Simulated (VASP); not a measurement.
**Pt: relaxation of cell and atoms with PBEsol**

Crystal: Pt.

```xyz
2
Lattice="2.7744 0.0000 0.0000 -1.3872 2.4027 0.0000 0.0000 0.0000 4.5305" Properties=species:S:1:pos:R:3 pbc="T T T"
Pt    0.0000    1.6018    1.1326
Pt    1.3872    0.8009    3.3979
```

This isn't the form of Pt at room conditions, which is fcc.

- Program: VASP 6.6.1
- Task: relaxation of cell and atoms
- Functional: PBEsol
- Potentials or basis: VASP PAW PBE potentials, release 64 (Pt)
- Cutoff: 300 eV
- k mesh: 18 × 18 × 10
- Occupations: gaussian, width 0.1 eV
- Spin: no spin polarisation
- Further INCAR settings: ALGO = Normal; EDIFF = 1e-07; IBRION = 2; EDIFFG = -0.005; NSW = 90; ISIF = 3

The relaxed volume is 15.08 Å³/atom, the relaxed cell is a = 2.722 Å, b = 2.722 Å, c = 4.701 Å, α = 90.00°, β = 90.00°, γ = 120.00° and the space group after relaxing (to 0.05 Å) is P6_3/mmc (No. 194). The energy gained by relaxing is 18.3 meV/atom. The ionic steps are 8, the pressure after relaxing is 0.0 GPa and the band gap on the k mesh is none (metal or under the smearing width).

Step by step:
| step | energy change (eV) | largest force (eV/Å) | pressure (GPa) | volume (Å³) |
| --- | --- | --- | --- | --- |
| 1 | 0.0000 | 0.0000 | -0.63 | 30.20 |
| 2 | -0.0324 | 0.0000 | 2.01 | 29.92 |
| 3 | -0.0336 | 0.0000 | 2.86 | 29.85 |
| 4 | -0.0176 | 0.0000 | -6.32 | 30.95 |
| 5 | -0.0366 | 0.0000 | 0.05 | 30.16 |
| 6 | -0.0366 | 0.0000 | 0.10 | 30.15 |
| 7 | -0.0366 | 0.0000 | -0.04 | 30.16 |
| 8 | -0.0366 | 0.0000 | 0.00 | 30.16 |

Final structure:
```
Pt
1.0
     2.72174    0.00000    0.00000
    -1.36087    2.35710    0.00000
     0.00000    0.00000    4.70119
Pt
2
Direct
  0.33333 0.66667 0.25000
  0.66667 0.33333 0.75000
```

Levels at points of the mesh, in eV from the Fermi level:
| k point | band 8 | band 9 | band 10 | band 11 | band 12 | band 13 |
| --- | --- | --- | --- | --- | --- | --- |
| (0.00, 0.00, 0.00) | -1.97 | -1.97 | -0.97 | -0.23 | -0.23 | 5.01 |
| (0.50, 0.00, 0.00) | 0.04 | 0.31 | 0.53 | 2.32 | 3.85 | 7.45 |
| (0.00, 0.00, 0.50) | -3.69 | -0.85 | -0.85 | -0.85 | -0.85 | 12.29 |
| (0.50, 0.00, 0.50) | -0.98 | 0.44 | 0.44 | 1.64 | 1.64 | 6.75 |

Run time: 57 s on 1 thread of Intel(R) Xeon(R) 6975P-C (Granite Rapids), with other jobs on the host, peak memory 0.15 GiB.

Caveat: the PAW data sets were made with another functional, which shifts forces and pressure a little. Spin-orbit coupling is left out, which matters for the levels of Pt.
